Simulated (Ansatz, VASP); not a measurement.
**BAs in VASP and in Ansatz**

```
CELL_PARAMETERS angstrom
0.00000 2.29296 2.29296
2.29296 0.00000 2.29296
2.29296 2.29296 0.00000
ATOMIC_POSITIONS crystal
B 0.00000 0.00000 0.00000
As 0.75000 0.75000 0.75000
```

Change from the starting cell: strain -0.040 along x and y, -0.040 along z, atoms carried along.

Alike in both runs: task single point; functional LDA; k mesh 10 × 10 × 10; occupations gaussian, width 0.05 eV; no spin polarisation.

|  | VASP | Ansatz |
| --- | --- | --- |
| version | VASP 6.6.1 | Ansatz 0.2.0 |
| potentials or method | VASP PAW LDA potentials, release 64 (B, As) | scalar-relativistic, plane waves, PAW |
| plane-wave cutoff (eV) | 520 | 420 |
| valence electrons in the cell | 8 | 18 |

Ansatz gave:

| Item | Value |
| --- | --- |
| gap on the k mesh at the Fermi level (eV) | 1.02 |
| least direct gap on the mesh (eV) | 3.42 |
| pressure (GPa) | 16.7 |

Estimate VASP's values.

gap on the k mesh at the Fermi level (eV): 1.01; least direct gap on the mesh (eV): 3.42; pressure (GPa): 18.2.

The two sets of potentials don't hold the same shells in valence.

Caveats: so large a pressure means that the cell lies far from this level's equilibrium, or that cutoff or potentials fall short (VASP). A k mesh can miss the band edges.
